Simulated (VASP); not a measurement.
From VASP inputs to Ansatz: SiC (zincblende)

INCAR, step 1 (ground state)

```
EDIFF = 1E-7
ISMEAR = 0
GGA = PE
PREC = Accurate
LCHARG = .FALSE.
LWAVE = .TRUE.
SIGMA = 0.01
ENCUT = 500
NELM = 120
LREAL = .FALSE.
LASPH = .TRUE.
```

INCAR, step 2 (empty bands)

```
LOPTICS = .TRUE.
EDIFF = 1E-7
NELM = 1
LCHARG = .FALSE.
PREC = Accurate
LASPH = .TRUE.
ALGO = Exact
SIGMA = 0.01
LREAL = .FALSE.
GGA = PE
LWAVE = .TRUE.
ISTART = 1
ENCUT = 500
ISMEAR = 0
NBANDS = 65
```

INCAR, step 3 (GW)

```
LREAL = .FALSE.
ISMEAR = 0
PREC = Accurate
NELMGW = 1
ENCUTGWSOFT = 120
LCHARG = .FALSE.
ISTART = 1
GGA = PE
NELM = 120
NBANDSGW = 12
ENCUT = 500
NBANDS = 65
EDIFF = 1E-7
LWAVE = .FALSE.
NOMEGA = 64
SIGMA = 0.01
PRECFOCK = Fast
LASPH = .TRUE.
ENCUTGW = 120
ALGO = EVGW0
```

KPOINTS

```
KPOINTS created by Atomic Simulation Environment
0
Gamma
6 6 6
0 0 0
```

POSCAR

```
Si C
 1.0000000000000000
    -0.0000000000000000    2.1780523603502222    2.1780523603502222
     2.1780523603502222   -0.0000000000000000    2.1780523603502222
     2.1780523603502222    2.1780523603502222    0.0000000000000000
 Si  C
   1   1
Cartesian
  0.0000000000000000 -0.0000000000000000 -0.0000000000000000
  1.0890261801751111  1.0890261801751111  1.0890261801751111
```

VASP ran with the GW set of PAW datasets (8 valence electrons in the cell).

**Question.** Translate these files to an Ansatz input.

**Answer.** 

```yaml
crystal:
  lattice:
    - [0.0, 2.1780523604, 2.1780523604]
    - [2.1780523604, 0.0, 2.1780523604]
    - [2.1780523604, 2.1780523604, 0.0]
  atoms:
    - { symbol: Si, position: [0.0, 0.0, 0.0] }
    - { symbol: C, position: [0.25, 0.25, 0.25] }
kpoints:
  mp_grid: { grid: [6, 6, 6] }
hamiltonian:
  xc: pbe
scf:
  occupations: { method: fixed }
gw:
  n_empty_bands: 61
  ecut_chi: 120
  qp_bands: [v2, c2]
  qp_kpoints: band_edges
  screening: { model: contour_deformation }
```

Other inputs would serve too.

```json
{"": "PBE gap on the mesh", "VASP": "1.35 eV", "Ansatz": "1.35 eV"}
{"": "G₀W₀ gap on the mesh", "VASP": "2.11 eV", "Ansatz": "2.10 eV"}
```

The two codes use different PAW datasets and cutoffs. VASP's cell holds 8 valence electrons and Ansatz's 8. Both sum 61 empty bands with a screening cutoff of 120 eV, short of the basis and mesh limit, and the G₀W₀ gap is that of the linearised levels of the first step.
